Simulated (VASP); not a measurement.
Input of a VASP 6.6.1 run:

INCAR

```
  PREC = Accurate
  ENCUT = 520
  EDIFF = 1E-7
  ISMEAR = 0
  SIGMA = 0.01
  LREAL = False
  LASPH = True
  NELM = 60
  ALGO = Normal
  ISIF = 2
  LWAVE = False
  LCHARG = False
  GGA = PS
  NBANDS = 11
```

The input KPOINTS:

```
regular mesh
0
Gamma
  10 10 10
```

POSCAR

```
BN
1.0
    0.0000000000      1.8075000000      1.8075000000
    1.8075000000      0.0000000000      1.8075000000
    1.8075000000      1.8075000000      0.0000000000
B N
1 1
Direct
    0.0000000000      0.0000000000      0.0000000000
    0.2500000000      0.2500000000      0.2500000000
```

Potentials or basis: VASP PAW PBE potentials, release 64 (B, N).

Run with:

```console
$ cat potpaw_PBE.64/B/POTCAR potpaw_PBE.64/N/POTCAR > POTCAR
$ mpirun -np 1 vasp_std > vasp.out
```

(1) Predict the pressure.

(2) Predict the band gap on the k mesh.

Results:

(1) -2.4 GPa.

(2) 4.28 eV, indirect (least direct gap 8.76 eV).

Caveat: the PAW data sets were made with another functional, which shifts forces and pressure a little.

**The experiment to reproduce.**

From a printed reference work, monograph, for a bulk crystal of BN at 300 K: band gap 6.4 eV (indirect).

Against the measured gap of BN, 6.4 eV (indirect; 300 K; a printed reference work, monograph), the calculated 4.28 eV is off by -2.12 eV. The value is that of PBEsol on a finite k mesh, which can miss the band edges, without temperature or zero-point motion. Semilocal functionals fall short of measured gaps as a rule.
